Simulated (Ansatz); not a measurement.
# Mn3Si (Fm-3m) in Ansatz: notebook

Runs on Mn3Si. Level: PBEsol. Tasks: band structure.

Program: Ansatz 0.2.0. These are calculated values, not measurements. Logs are shortened: lines on timing, memory, paths and dates and some standing lists are left out, and cuts for length are marked.

## 1. Starting point

Symmetry: Fm-3m, No. 225, cubic system. Conventional cell: a = 5.722 Å, b = 5.722 Å, c = 5.722 Å, α = 90.00°, β = 90.00°, γ = 90.00°. Mn (site symmetry -43m) is surrounded by 4 Mn at 2.48 Å and 4 Si at 2.48 Å. Mn (site symmetry m-3m) is surrounded by 8 Mn at 2.48 Å. Around Si (site symmetry m-3m) lie 8 Mn at 2.48 Å.

## 2. Band structure, PBEsol, collinear spin, ferromagnetic start

File input.yaml:

```yaml
crystal:
  lattice:
    - [0.0, 2.861, 2.861]
    - [2.861, 0.0, 2.861]
    - [2.861, 2.861, 0.0]
  atoms:
    - { symbol: Mn, position: [0.75, 0.75, 0.75], spin: 4.0 }
    - { symbol: Mn, position: [0.25, 0.25, 0.25], spin: 4.0 }
    - { symbol: Mn, position: [0.5, 0.5, 0.5], spin: 4.0 }
    - { symbol: Si, position: [0.0, 0.0, 0.0] }
kpoints:
  mp_grid: { grid: [8, 8, 8] }
  band_path:
    path:
      - [0.0, 0.0, 0.0]
      - [0.5, 0.0, 0.5]
      - [0.5, 0.25, 0.75]
      - [0.375, 0.375, 0.75]
      - [0.0, 0.0, 0.0]
      - [0.5, 0.5, 0.5]
      - [0.625, 0.25, 0.625]
      - [0.5, 0.25, 0.75]
    npoints: 8
scf:
  occupations: { method: fermi_dirac, width: 0.05 }
hamiltonian:
  xc: pbesol
  pseudopotentials: { kind: all_electron, lapw: { basis_error: 0.002 } }
magnetization:
  spin_polarized: true
output:
  forces: true
  stress: true
  eigenvalues: true
```

Potentials or basis: all-electron LAPW, scalar-relativistic.

Command:

```
$ ansatz run input.yaml --threads 4 --pin off --max-ram 12288MiB --backend cpu --events-out ev --progress --plain --runs-dir out
```

What it wrote:

```text
Warning: RAYON_NUM_THREADS=4 ignored (pool sized by the plan → 4); use --threads N
LAPW: plane waves up to 8.606 Å⁻¹, error target 2.0e-3 eV per atom; small_component_spin mean_spin; Si in spheres of 1.239 Å, 12 of its electrons in bands, Dirac shells []; Mn in spheres of 1.239 Å, 15 of its electrons in bands, Dirac shells [] (how accurate: hamiltonian.pseudopotentials.lapw.basis_error, Limitations)
Engine: ansatz 0.2.0, aarch64-unknown-linux-gnu
Pseudopotentials: kind: all_electron
Pseudopotential: Mn, LAPW, valence charge 15, lapw/all_electron/scalar/gaussian/Mn, Koelling and Harmon's equation, gaussian nucleus
Pseudopotential: Si, LAPW, valence charge 12, lapw/all_electron/scalar/gaussian/Si, Koelling and Harmon's equation, gaussian nucleus
Functional definition: PBEsol
  exchange = pbesol_x
  correlation = pbesol_c
Crystal: 4 atoms, lattice volume = 46.836 Å³
Basis set: ecut = 282.15277652343417 eV, 531 PW (Γ), exchange–correlation at level 2
Bands: 42, of which v1, the nominal top of the filled ones, is band 29 counted from 1 (28 counted from 0)
Symmetry: 48 space group operations
Space group: Fm-3m (ITA 225), of the structure as read, at distance tolerance 3.6e-5 Å
Magnetic group: BNS 225.116 (UNI 1618), of the structure as read, at distance tolerance 3.6e-5 Å
k-points: 29 of 512
Non-local potential: Mn, projectors of the file, none
Non-local potential: Si, projectors of the file, none
Initial density: superposition of atomic densities (chi_scale 0.1, normalization cell)
Starting moments: Σ|m| = 12 μB on 3 of 4 sites
Initial wavefunctions: plane waves of lowest kinetic energy (no species holds an atomic orbital)
Functional: x = pbesol(κ = 0.804, μ = 0.12345679012345678), c = pbesol(β = 0.046)
iter 1 solved again at ethr=5.49e-4 eV; its pass at ethr=1.00e-1 eV (dr2=3.13e-1 eV) is discarded
SCF iter   1: F=—  HF=-102375.773847 eV  |F-HF|=—  |Δ(HF+E_count)|=         —  Δρ=1.11e-1 (↑1.10e-1 ↓1.11e-1)  dr2=3.13e-1  dr2_m=5.19e0  M=3.916 μB ∫|m|=4.135 μB  β_m=0.30  ethr=5.49e-4  ⟨swp⟩=2.6  Hψ=15916  notcnv=0
Mixer restart at iter 1: flushing history
preconditioner: auto → Kerker (q_TF=auto, 2.819 Å⁻¹)  [metal: Δε(μ)=0.008 eV  Ē_g=8.387 eV  σ=0.050 eV  W_gap=0.04  n_scr=14 (ndim 8)  ℏωp=27.1 eV  f_vac=0.000  D(μ)=5.74/eV (n_scr^D=64)]
spin=Collinear: Kerker preconditioning applied to the charge; magnetization (m = ρ↑ − ρ↓) channel mixes plain (no charge-response kernel on spin).
SCF iter   2: F=—  HF=-102374.538348 eV  |F-HF|=—  |Δ(HF+E_count)|=         —  Δρ=8.57e-2 (↑8.07e-2 ↓8.57e-2)  dr2=2.63e-1  dr2_m=2.94e0  M=3.528 μB ∫|m|=3.751 μB  β_m=0.30  ethr=5.49e-4  ⟨swp⟩=2.3  Hψ=7294  notcnv=0
Mixer restart at iter 2: flushing history
SCF iter   3: F=—  HF=-102374.013091 eV  |F-HF|=—  |Δ(HF+E_count)|=   5.25e-1  Δρ=6.47e-2 (↑6.19e-2 ↓6.47e-2)  dr2=1.33e-1  dr2_m=1.70e0  M=3.224 μB ∫|m|=3.423 μB  β_m=0.65  ethr=4.62e-4  ⟨swp⟩=2.0  Hψ=7274  notcnv=0
SCF iter   4: F=—  HF=-102373.499694 eV  |F-HF|=—  |Δ(HF+E_count)|=   5.13e-1  Δρ=2.31e-2 (↑7.92e-3 ↓2.31e-2)  dr2=2.16e-1  dr2_m=9.68e-2  M=1.714 μB ∫|m|=2.308 μB  β_m=0.64  ethr=2.33e-4  ⟨swp⟩=2.9  Hψ=7614  notcnv=0
iter 5 solved again at ethr=5.68e-6 eV; its pass at ethr=2.33e-4 eV (dr2=3.24e-3 eV) is discarded
SCF iter   5: F=—  HF=-102374.095746 eV  |F-HF|=—  |Δ(HF+E_count)|=         —  Δρ=3.74e-2 (↑3.74e-2 ↓3.71e-2)  dr2=3.23e-3  dr2_m=5.95e-1  M=1.018 μB ∫|m|=4.349 μB  β_m=1.00  ethr=5.68e-6  ⟨swp⟩=2.0  Hψ=11932  notcnv=0
Mixer restart at iter 5: flushing history
the basis was enlarged: its passes take 1.7 MiB over the memory plan, 4 of 4 planned eigensolver slots
SCF iter   6: F=—  HF=-102373.510998 eV  |F-HF|=—  |Δ(HF+E_count)|=   5.85e-1  Δρ=5.76e-3 (↑5.76e-3 ↓2.11e-3)  dr2=5.02e-2  dr2_m=1.68e-3  M=1.014 μB ∫|m|=4.269 μB  β_m=0.64  ethr=8.77e-5  ⟨swp⟩=2.8  Hψ=7330  notcnv=0
SCF iter   7: F=—  HF=-102373.522512 eV  |F-HF|=—  |Δ(HF+E_count)|=   1.15e-2  Δρ=8.18e-3 (↑8.18e-3 ↓2.27e-3)  dr2=8.03e-2  dr2_m=3.92e-3  M=1.016 μB ∫|m|=4.494 μB  β_m=0.44  ethr=8.77e-5  ⟨swp⟩=3.0  Hψ=7554  notcnv=0  recentre
SCF iter   8: F=—  HF=-102373.487162 eV  |F-HF|=—  |Δ(HF+E_count)|=   3.54e-2  Δρ=1.40e-3 (↑8.98e-4 ↓1.40e-3)  dr2=4.77e-4  dr2_m=5.32e-4  M=1.014 μB ∫|m|=4.423 μB  β_m=0.73  ethr=8.77e-5  ⟨swp⟩=2.2  Hψ=7076  notcnv=0
SCF iter   9: F=—  HF=-102373.487783 eV  |F-HF|=—  |Δ(HF+E_count)|=   6.21e-4  Δρ=1.19e-3 (↑1.19e-3 ↓6.30e-4)  dr2=1.76e-4  dr2_m=3.38e-4  M=1.013 μB ∫|m|=4.458 μB  β_m=0.68  ethr=8.36e-7  ⟨swp⟩=2.5  Hψ=6644  notcnv=0
SCF iter  10: F=—  HF=-102373.488524 eV  |F-HF|=—  |Δ(HF+E_count)|=   7.41e-4  Δρ=4.41e-4 (↑3.02e-4 ↓4.41e-4)  dr2=2.55e-4  dr2_m=1.11e-5  M=1.011 μB ∫|m|=4.493 μB  β_m=0.62  ethr=3.08e-7  ⟨swp⟩=3.0  Hψ=7100  notcnv=0
SCF iter  11: F=—  HF=-102373.487885 eV  |F-HF|=—  |Δ(HF+E_count)|=   6.39e-4  Δρ=8.25e-5 (↑3.68e-5 ↓8.25e-5)  dr2=6.43e-6  dr2_m=1.02e-6  M=1.011 μB ∫|m|=4.486 μB  β_m=0.73  ethr=3.08e-7  ⟨swp⟩=3.0  Hψ=6763  notcnv=0
SCF iter  12: F=—  HF=-102373.487883 eV  |F-HF|=—  |Δ(HF+E_count)|=   2.46e-6  Δρ=2.68e-5 (↑1.45e-5 ↓2.68e-5)  dr2=1.32e-6  dr2_m=4.32e-8  M=1.011 μB ∫|m|=4.486 μB  β_m=0.87  ethr=1.13e-8  ⟨swp⟩=2.0  Hψ=6521  notcnv=0
SCF iter  13: F=—  HF=-102373.487882 eV  |F-HF|=—  |Δ(HF+E_count)|=   1.36e-7  Δρ=6.16e-6 (↑6.03e-6 ↓6.16e-6)  dr2=8.09e-9  dr2_m=1.31e-8  M=1.011 μB ∫|m|=4.486 μB  β_m=0.93  ethr=2.31e-9  ⟨swp⟩=2.0  Hψ=6521  notcnv=0
SCF iter  14: F=—  HF=-102373.487882 eV  |F-HF|=—  |Δ(HF+E_count)|=   3.74e-9  Δρ=6.66e-6 (↑6.66e-6 ↓4.01e-6)  dr2=7.11e-9  dr2_m=1.19e-8  M=1.011 μB ∫|m|=4.486 μB  β_m=0.97  ethr=1.42e-11  ⟨swp⟩=3.0  Hψ=6826  notcnv=0
SCF iter  15: F=—  HF=-102373.487882 eV  |F-HF|=—  |Δ(HF+E_count)|=   1.17e-8  Δρ=7.71e-7 (↑7.71e-7 ↓4.80e-7)  dr2=6.25e-11  dr2_m=1.63e-10  M=1.011 μB ∫|m|=4.486 μB  β_m=0.93  ethr=1.25e-11  ⟨swp⟩=2.0  Hψ=6521  notcnv=0
SCF iter  16: F=-102373.487882 eV  HF=-102373.487882 eV  |F-HF|=2.33e-10  |Δ(HF+E_count)|=  7.86e-10  Δρ=1.96e-7 (↑1.05e-7 ↓1.96e-7)  dr2=6.65e-11  dr2_m=1.15e-12  M=1.011 μB ∫|m|=4.486 μB  ethr=2.98e-12 (applied; sched 1.00e-12)  ⟨swp⟩=2.0  Hψ=6521  notcnv=0
SCF 1 converged in 16 iterations: F = -102373.487882 eV  dr2 = 6.65e-11
WARN: the starting moments were not kept: 2 of 3 ended reversed and 1 kept their direction, counting a site from 0.1 μB. The largest reversed, site 1 (counted from 0, in the order of the report's site_moments_mub), started with +4.0 μB and closes at -8.4e-1 μB in its sphere. The net magnetisation is 1.0e0 μB in size, at most 0.1 of the 12 μB that the starting moments add up to as vectors. The SCF closed on another magnetic arrangement than the starting moments describe; that does not show which of the two is lower. To try another start: change the starting moments (crystal.atoms[].spin, magnetization.per_species, magnetization.initial_magnetization, or on a non-collinear deck that types none of these the spinor_matrix: blocks that start its atoms; where the total moment is fixed, keep their sum and leave initial_magnetization as it is; typed ones take the place of any that the run laid by itself, positive ones on a crystal's lanthanoids without a Hubbard term where scf.initial_density.shell_occupations: [] is typed); see also scf.mixing.spin_hold.
NSCF: frozen V_eff on 57 k-points
SCF converged after 16 iterations
Magnetization: 1.0115 μB (29.0057 up, 27.9943 down)
Absolute magnetization: 4.4862 μB (∫|ρ↑−ρ↓|)
Spin contamination: 1.3999 ħ² per cell (⟨S²⟩ above its minimum at these occupations)
Per-site moments (μB) at R_I (Å): [(-0.8443676034396699, 1.2388493216533372), (-0.8443676034396699, 1.2388493216533372), (2.6327240828314142, 1.2388493216533372), (0.04062883126673533, 1.2388493216533372)]
Free energy (F): -102373.487882 eV
Harris-Foulkes:  -102373.487882 eV  (|F-HF|=2.33e-10)
Internal energy: -102373.467890 eV  (E = F + TS)
E sigma→0 (E₀):  -102373.477886 eV
Entropy (-TS):   -0.019992 eV (-4.998 meV/atom)
Fermi energy:    17.867780 eV
--- Per-component energies (eV) ---
  E_band       = -1190.455655
  E_kinetic    = 103567.666978
  E_xc         = -4733.394575
  E_electrostatic = -201207.740293  (all electrons and nuclei)
  E_smearing   = -0.019992  (= −TS)
  E_closure    = 0.000000  (closes the sum)
  E_atoms      = -102336.093900  (free atoms, spherical and without spin; not in F)
  Σ components = -102373.487882   (vs F -102373.487882, Δ=0.00e0)
  Basis errors (estimates in eV, not in F): energy 4.0e-4 per atom: plane waves 3.4e-4 (1.8e-4 summed), levels above the bands 4.1e-98, relativity 1.8e-8, radial functions 5.7e-5, core shells 2.0e-8; eigenvalues (radial functions only) 2.9e-6; not estimated: angular momenta, meshes, grids; target (lapw.basis_error) 2.0e-3; muffin-tin radii Si 1.239 Å, Mn 1.239 Å
--- Forces (eV/Å), atoms counted from 1 ---
  atom   1  Mn     0.00000000     0.00000000    -0.00000000
  atom   2  Mn     0.00000000    -0.00000000    -0.00000000
  atom   3  Mn     0.00000000    -0.00000000    -0.00000000
  atom   4  Si    -0.00000000     0.00000000    -0.00000000
  max |Σ_I F_I| component: 2.31e-17 eV/Å
--- Stress (GPa, compression-positive) ---
      -15.882007      -0.000000      -0.000000
       -0.000000     -15.882007       0.000000
       -0.000000       0.000000     -15.882007
  P = ⅓ Tr σ = -15.8820 GPa (-158.820 kbar)
--- Band table (eV; the first three rows and the last of 58) ---
  k-point 0 ↑: bands = ["-115.6441", "-71.9303", "-71.9303", "-71.9303", "-62.3474", "-60.3896", "-60.3650", "-31.2315", "-31.2315", "-31.2315", "-29.3349", "-29.3349", "-29.3349", "-29.2386", "-29.2386", "-29.2386", "6.8120", "13.9846", "13.9846", "14.2488", "14.2488", "14.2488", "15.2611", "15.2611", "15.2611", "17.7654", "17.7654", "18.6434", "18.6434", "18.6434", "19.1454", "19.1454", "21.2549", "22.6011", "22.6011", "22.6011", "23.8013", "23.8013", "23.8013", "27.2458", "27.2458", "27.2458"]
  k-point 1 ↑: bands = ["-115.6441", "-71.9303", "-71.9303", "-71.9303", "-62.3471", "-60.3888", "-60.3661", "-31.2323", "-31.2323", "-31.2316", "-29.3310", "-29.3310", "-29.3290", "-29.2454", "-29.2418", "-29.2418", "7.0197", "13.7656", "13.7656", "13.9503", "14.6399", "14.6399", "15.1867", "15.2538", "15.2538", "17.7325", "17.7325", "18.3788", "18.4596", "18.4596", "19.1132", "19.1132", "21.3688", "22.2523", "22.5243", "22.5243", "23.6632", "23.8543", "23.8543", "26.9597", "26.9597", "27.8135"]
  k-point 2 ↑: bands = ["-115.6441", "-71.9303", "-71.9303", "-71.9303", "-62.3464", "-60.3866", "-60.3690", "-31.2342", "-31.2342", "-31.2317", "-29.3201", "-29.3201", "-29.3147", "-29.2620", "-29.2510", "-29.2510", "7.6095", "13.1221", "13.6101", "13.6101", "15.0477", "15.1290", "15.1290", "15.3790", "15.3790", "17.6334", "17.6334", "17.9989", "18.0896", "18.0896", "18.9254", "18.9254", "20.3609", "22.0212", "22.4103", "22.4103", "23.6740", "23.6740", "24.7626", "27.2166", "27.2166", "28.3033"]
  k-point 28 ↓: bands = ["-115.6289", "-71.9121", "-71.9121", "-71.9120", "-61.2500", "-61.2500", "-59.5181", "-30.2296", "-30.2024", "-30.1608", "-30.1608", "-30.0927", "-30.0926", "-28.4410", "-28.4410", "-28.4271", "9.5300", "12.7127", "12.7127", "13.9385", "14.8756", "15.8108", "15.8108", "16.1842", "16.3698", "16.3698", "16.8864", "17.1168", "18.8619", "18.8619", "18.9647", "18.9647", "19.3252", "19.3972", "19.6281", "24.4330", "25.4200", "25.9534", "25.9534", "29.9520", "30.5263", "30.5263"]
```

Run time: 28 s. Hardware: 4 threads of Arm Neoverse V1, shared host; peak memory 0.64 GiB.

What came out:

* Free energy: -102373.4879 eV
* Pressure: -15.9 GPa
* Band gap along the path: none (metal or under the smearing width)
* Net moment: 1.01 μB per cell
* Absolute moment: 4.49 μB per cell
* Site moments: Mn -0.84, +2.63; Si +0.04 μB

Levels at the corners of the path, in eV from the Fermi level:
Spin up:
```tsv
point	band 27	band 28	band 29	band 30	band 31	band 32
Γ	-0.10	0.78	0.78	0.78	1.28	1.28
X	-0.99	-0.17	-0.17	0.17	0.81	0.87
W	-1.06	-0.45	-0.25	0.16	0.38	0.38
K	-0.83	-0.73	-0.49	0.01	0.54	0.94
Γ	-0.10	0.78	0.78	0.78	1.28	1.28
L	-0.47	-0.47	-0.25	-0.25	0.56	0.56
U	-0.83	-0.73	-0.49	0.01	0.54	0.94
W	-1.06	-0.45	-0.25	0.16	0.38	0.38
```
Spin down:
| point | band 24 | band 25 | band 26 | band 27 | band 28 | band 29 | band 30 | band 31 | band 32 | band 33 |
| --- | --- | --- | --- | --- | --- | --- | --- | --- | --- | --- |
| Γ | -1.38 | -1.38 | 0.05 | 0.05 | 0.05 | 0.74 | 0.74 | 1.84 | 1.84 | 3.73 |
| X | -1.96 | -1.96 | -0.82 | -0.82 | -0.17 | 0.53 | 0.69 | 0.89 | 1.17 | 1.42 |
| W | -1.68 | -1.50 | -1.50 | -0.98 | -0.75 | 0.99 | 0.99 | 1.10 | 1.10 | 1.46 |
| K | -1.67 | -1.60 | -1.24 | -1.07 | -0.76 | 0.89 | 0.92 | 1.13 | 1.44 | 1.56 |
| Γ | -1.38 | -1.38 | 0.05 | 0.05 | 0.05 | 0.74 | 0.74 | 1.84 | 1.84 | 3.73 |
| L | -1.94 | -1.94 | -1.18 | -1.18 | -1.18 | 0.93 | 0.93 | 1.48 | 1.69 | 1.69 |
| U | -1.67 | -1.60 | -1.24 | -1.07 | -0.76 | 0.89 | 0.92 | 1.13 | 1.44 | 1.56 |
| W | -1.68 | -1.50 | -1.50 | -0.98 | -0.75 | 0.99 | 0.99 | 1.10 | 1.10 | 1.46 |

Caveat: the starting moments weren't kept.

## 3. Band structure, PBEsol, collinear spin, ferromagnetic start

Edit input.yaml of step 2 so:

```diff
@@ -27,3 +27,6 @@
   xc: pbesol
-  pseudopotentials: { kind: all_electron, lapw: { basis_error: 0.002 } }
+  pseudopotentials:
+    kind: all_electron
+    lapw: { basis_error: 0.002 }
+    relativity: none
 magnetization:
```

Potentials or basis: all-electron LAPW, non-relativistic.

Command:

```
$ ansatz run input.yaml --threads 4 --pin off --max-ram 12288MiB --backend cpu --events-out ev --progress --plain --runs-dir out
```

Wall time 27 s (4 threads of Arm Neoverse V1, shared host); peak memory 0.63 GiB.

Results (log left out):

```
Free energy             : -101726.1432 eV
Pressure                : -13.6 GPa
Band gap along the path : none (metal or under the smearing width)
Net moment              : 1.01 μB per cell
Absolute moment         : 4.55 μB per cell
Site moments            : Mn -0.86, +2.66; Si +0.04 μB
```

Levels at the corners of the path, in eV from the Fermi level:
Spin up:
```tsv
point	band 25	band 26	band 27	band 28	band 29	band 30	band 31	band 32	band 33	band 34
Γ	-2.61	-0.14	-0.14	0.77	0.77	0.77	1.26	1.26	3.65	4.75
X	-2.25	-1.64	-1.02	-0.14	-0.14	0.13	0.80	0.85	0.85	1.21
W	-1.49	-1.06	-1.06	-0.47	-0.23	0.16	0.37	0.37	1.42	1.58
K	-1.26	-1.14	-0.84	-0.73	-0.49	0.01	0.53	0.92	1.19	1.67
Γ	-2.61	-0.14	-0.14	0.77	0.77	0.77	1.26	1.26	3.65	4.75
L	-1.53	-0.47	-0.47	-0.46	-0.28	-0.28	0.53	0.53	0.80	4.47
U	-1.26	-1.14	-0.84	-0.73	-0.49	0.01	0.53	0.92	1.19	1.67
W	-1.49	-1.06	-1.06	-0.47	-0.23	0.16	0.37	0.37	1.42	1.58
```
Spin down:
```csv
point,band 25,band 26,band 27,band 28,band 29,band 30,band 31,band 32
Γ,-1.36,0.05,0.05,0.05,0.71,0.71,1.82,1.82
X,-1.97,-0.80,-0.80,-0.20,0.53,0.66,0.89,1.17
W,-1.51,-1.51,-0.96,-0.77,0.99,0.99,1.09,1.09
K,-1.62,-1.22,-1.07,-0.78,0.89,0.90,1.13,1.42
Γ,-1.36,0.05,0.05,0.05,0.71,0.71,1.82,1.82
L,-1.92,-1.19,-1.19,-1.13,0.91,0.91,1.47,1.66
U,-1.62,-1.22,-1.07,-0.78,0.89,0.90,1.13,1.42
W,-1.51,-1.51,-0.96,-0.77,0.99,0.99,1.09,1.09
```

Caveat: the starting moments weren't kept.
